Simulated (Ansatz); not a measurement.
Relaxed-ion elastic tensor of CaF2 (fluorite, space group No. 225) in GPa (Voigt order), the program Ansatz at the LDA level (PAW); density 3.43 g/cm³, 12.59 Å³ per atom.

```
 186  59.1  59.1   0.0   0.0   0.0
59.1   186  59.1   0.0   0.0   0.0
59.1  59.1   186   0.0   0.0   0.0
 0.0   0.0   0.0  38.8   0.0   0.0
 0.0   0.0   0.0   0.0  38.8   0.0
 0.0   0.0   0.0   0.0   0.0  38.8
```

Q: Is the crystal mechanically stable?

A: Yes: the smallest eigenvalue of C is 38.8 GPa.

Q: Work out the Voigt, Reuss and Hill averages.

A: K_V = 101, K_R = 101, K_H = 101; G_V = 48.7, G_R = 46.0, G_H = 47.3 GPa.

Q: Give Young's modulus, Poisson's ratio, Pugh's ratio and the universal anisotropy index.

A: E = 9KG/(3K + G) = 123 GPa; ν = 0.30; K/G = 2.14 (ductile by the Pugh limit of 1.75); A_U = 5G_V/G_R + K_V/K_R − 6 = 0.30.

Q: Estimate the sound speeds and the Debye temperature.

A: v_l = √((K + 4G/3)/ρ) = 6920 m/s, v_t = √(G/ρ) = 3710 m/s, mean 4150 m/s; Θ = (h/k)(3n/4πV)^(1/3) v_m = 531 K.

Q: Give the Zener ratio and Young's modulus along [100], [110] and [111].

A: A = 2C44/(C11 − C12) = 0.61; 1/E = S11 − 2(S11 − S12 − S44/2)Γ with Γ = 0, 1/4, 1/3 gives 157, 113, 103 GPa.

Space group Fm-3m (fluorite). Symmetry was held in the LDA relaxation.

Potentials: the earlier of the program's two PAW sets. The files were generated under PBE; for other functionals the program regenerates the frozen cores, and for LDA and PBEsol the local potential too.
